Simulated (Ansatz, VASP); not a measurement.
# KBr in VASP and in Ansatz

Contents of INCAR:

```
ALGO     = Fast           # electronic algorithm
EDIFF    = 1E-6           # SCF threshold, eV
ENCUT    = 520            # plane-wave cutoff, eV
GGA      = PS             # functional
ISIF     = 2              # what is computed and relaxed
ISMEAR   = -5             # smearing method
LASPH    = True           # aspherical terms in the spheres
LCHARG   = False          # write CHGCAR
LREAL    = False          # projectors in reciprocal space
LWAVE    = False          # write WAVECAR
NBANDS   = 15             # bands
NELM     = 100            # most SCF steps
PREC     = Accurate       # precision mode
SIGMA    = 0.05           # smearing width, eV
```

File KPOINTS:

```
k-points
0
Gamma
  7 7 7
```

POSCAR

```
KBr
1.0
    4.0434990000      0.0000000000      0.0000000000
    0.0000000000      4.0434990000      0.0000000000
    0.0000000000      0.0000000000      4.0434990000
Br K
1 1
Direct
    0.5000000000      0.5000000000      0.5000000000
    0.0000000000      0.0000000000      0.0000000000
```

The input input.yaml:

```yaml
crystal:
  lattice:
    - [4.043499, 0.0, 0.0]
    - [0.0, 4.043499, 0.0]
    - [0.0, 0.0, 4.043499]
  atoms:
    - { symbol: Br, position: [0.5, 0.5, 0.5] }
    - { symbol: K, position: [0.0, 0.0, 0.0] }
hamiltonian:
  xc: pbesol
  pseudopotentials: { kind: paw }
kpoints:
  mp_grid: { grid: [7, 7, 7] }
scf:
  occupations: { method: tetrahedron }
  n_extra_bands: 6
output:
  forces: true
  stress: true
  dos: { projected: true, de: 0.05, nscf_kmesh: { grid: [11, 11, 11] } }
```

Measurements of this composition are mostly on another form, of space group No. 225.

Alike in both runs: functional PBEsol; k mesh 7 × 7 × 7; occupations tetrahedron; no spin polarisation.

```csv
,VASP,Ansatz
version,VASP 6.6.1,Ansatz 0.2.0
potentials or method,"VASP PAW PBE potentials, release 64 (Br, K_sv)",Ansatz PAW
plane-wave cutoff (eV),520,420
valence electrons in the cell,16,16
task,single point,projected density of states
```

|  | VASP | Ansatz | Ansatz less VASP |
| --- | --- | --- | --- |
| gap on the k mesh at the Fermi level (eV) | 3.73 | 3.73 | +0.002 |
| least direct gap on the mesh (eV) | 3.97 | 3.97 | +0.002 |
| pressure (GPa) | -1.2 | -1.2 | -0.03 |

Caveats: the PAW data sets were made with another functional, which shifts forces and pressure a little (VASP); an odd mesh through Γ misses points on the zone boundary, where band edges often lie (VASP); odd divisions of the mesh miss points on the zone boundary, where band edges often lie, so the gap on the mesh can be too wide (Ansatz); the PAW data sets come from PBE, with cores solved anew for the run's functional, which leaves a small shift of forces and pressure (Ansatz); the density of states is complete only up to the lowest level of the last band computed (Ansatz); with tetrahedron occupations forces and stress needn't match the slope of the energy (Ansatz). A hybrid or GW would open this gap; PBEsol tends to underestimate it.
